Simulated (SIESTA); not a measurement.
A run of SIESTA 5.4.2:

The input NbAs.fdf:

```
SystemName                      NbAs
SystemLabel                     NbAs
NumberOfSpecies                 2
NumberOfAtoms                   4
%block ChemicalSpeciesLabel
  1  41 Nb
  2  33 As
%endblock ChemicalSpeciesLabel

LatticeConstant                 1.0 Ang
%block LatticeVectors
    -1.7258500000     1.7258500000     5.8400000000
     1.7258500000    -1.7258500000     5.8400000000
     1.7258500000     1.7258500000    -5.8400000000
%endblock LatticeVectors
AtomicCoordinatesFormat         Fractional
%block AtomicCoordinatesAndAtomicSpecies
     0.5064570000    -0.0011570000     0.5128730000  1  Nb
     0.7511050000     0.7596630000     0.0070210000  1  Nb
     0.8934080000     0.4210190000     0.4965690000  2  As
     0.1596040000     0.1701210000     0.0020040000  2  As
%endblock AtomicCoordinatesAndAtomicSpecies

%block kgrid.MonkhorstPack
   11   0   0  0.0
    0  11   0  0.0
    0   0  11  0.0
%endblock kgrid.MonkhorstPack
XC.Functional                   GGA
XC.Authors                      PBE
PAO.BasisSize                   DZP
PAO.EnergyShift                 0.003 Ry
Mesh.Cutoff                     800 Ry
OccupationFunction              FD
ElectronicTemperature           0.05 eV
MaxSCFIterations                120
SCF.MustConverge                false
SCF.Mixer.Method                Pulay
SCF.Mixer.Weight                0.25
SCF.Mixer.History               8
SCF.DM.Tolerance                5.0e-05
SCF.H.Tolerance                 1.0e-03 eV
WriteForces                     true
Charge.Mulliken                 end
%block PAO.Basis
  Nb 5
  n=4 0 2
    3.366 0.000
  n=5 0 2
    9.205 0.000
  n=4 1 2
    3.905 0.000
  n=5 1 1
    9.205
  n=4 2 2
    7.356 0.000
  As 4
  n=4 0 2
    5.512 0.000
  n=4 1 2
    7.356 0.000
  n=3 2 2
    2.890 0.000
  n=4 2 1
    7.356
%endblock PAO.Basis
```

Potentials or basis: PseudoDojo 0.4 standard (PBE files), DZP (energy shift 0.003 Ry; two zetas on semicore shells).

Launch:

```console
$ siesta NbAs.fdf > NbAs.out 2>&1
```

Hardware: 1 thread of AMD EPYC 9R45 96-Core Processor (Zen 5) (shared host).

Estimate the wall time of this run.

Wall time 3.7 min on 1 thread of AMD EPYC 9R45 96-Core Processor (Zen 5), on a shared host, peak memory 0.82 GiB. Counts: scf iterations 12, k points 666, bands 92.
